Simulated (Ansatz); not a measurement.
NiSb: a run of Ansatz with trial settings.

```yaml
crystal:
  lattice:
    - [3.9399999606, 0.0, 0.0]
    - [-1.9699999803, 3.4121400568, 0.0]
    - [0.0, 0.0, 5.14]
  atoms:
    - { symbol: Ni, position: [0.0, 0.0, 0.0] }
    - { symbol: Ni, position: [0.0, 0.0, 0.5] }
    - { symbol: Sb, position: [0.3333333333, 0.6666666667, 0.25] }
    - { symbol: Sb, position: [0.6666666667, 0.3333333333, 0.75] }
basis:
  ecutwfc: 420
  xc_grid: 2
kpoints:
  mp_grid: { grid: [6, 6, 4] }
hamiltonian:
  xc: pbe
scf:
  occupations: { method: gaussian, width: 0.1 }
  eigensolver: { kind: davidson, full_accuracy: true }
  max_iter: 75
output:
  forces: true
  stress: true
  eigenvalues: true
```

Command:

```bash
ansatz run input.yaml --threads 1 --pin off --max-ram 1331MiB --backend cpu --events-out ev --progress --plain --runs-dir out
```

From the log (HF is the Harris–Foulkes energy, dr2 the density residual in eV):

```text
Pseudopotential: Ni, paw, valence charge 18, recommended cutoff 420 eV (normal)
Pseudopotential: Sb, paw, valence charge 15, recommended cutoff 420 eV (normal)
Crystal: 4 atoms, lattice volume = 69.101 Å³
Basis set: ecut = 420 eV, 1385 PW (Γ), exchange–correlation on 54×54×72 points (8 copies of the dense FFT grid, shifted against one another)
Bands: 40, of which v1, the nominal top of the filled ones, is band 33 counted from 1 (32 counted from 0)
Symmetry: 24 space group operations
Space group: P63/mmc (ITA 194), of the structure as read, at distance tolerance 4.1e-5 Å
k-points: 21 of 144
Initial density: superposition of atomic densities, corrected by the library's trained network
SCF iter   1: HF=-24649.426633 eV  Δρ=5.79e-3  dr2=8.76e-3 (applied; sched 1.00e-12) reapply=21
SCF iter   2: HF=-24649.425656 eV  Δρ=2.50e-3  dr2=1.40e-3 (applied; sched 1.00e-12)
SCF iter   3: HF=-24649.425539 eV  Δρ=4.40e-4  dr2=8.97e-5 (applied; sched 1.00e-12)
SCF iter   4: HF=-24649.425529 eV  Δρ=8.85e-5  dr2=3.24e-6 (applied; sched 1.00e-12)
SCF iter   5: HF=-24649.425530 eV  Δρ=1.43e-5  dr2=1.28e-7 (applied; sched 1.00e-12)
SCF iter   6: F=-24649.425530 eV  HF=-24649.425530 eV  Δρ=6.17e-6  dr2=2.19e-8 (applied; sched 1.00e-12)
SCF 1 converged in 6 iterations: F = -24649.425530 eV  dr2 = 2.19e-8
  Residual-converged pass: ⟨swp⟩=1.2  max |occ|·‖R‖ = 6.6e-6 eV (tolerance 6.7e-6 eV) dr2=2.19e-8  dr2_onsite=5.36e-9  max |Δocc| = 7.2e-13
SCF converged after 6 iterations
Free energy (F): -24649.425530 eV
E sigma→0 (E₀):  -24649.418923 eV
Entropy (-TS):   -0.013213 eV (-3.303 meV/atom)
Fermi energy:    15.184727 eV
--- Forces (eV/Å), atoms counted from 1 ---
  atom   1  Ni     0.00000000     0.00000000    -0.00000000
  atom   2  Ni    -0.00000000     0.00000000     0.00000000
  atom   3  Sb     0.00000000    -0.00000000     0.00000000
  atom   4  Sb     0.00000000     0.00000000     0.00000000
--- Stress (GPa, compression-positive) ---
        2.596160       0.000000       0.000000
       -0.000000       2.596160       0.000000
        0.000000       0.000000       2.918237
  P = ⅓ Tr σ = 2.7035 GPa (27.035 kbar)
```

These settings were drawn at random to show what each does; none of the numbers is a converged property of the crystal.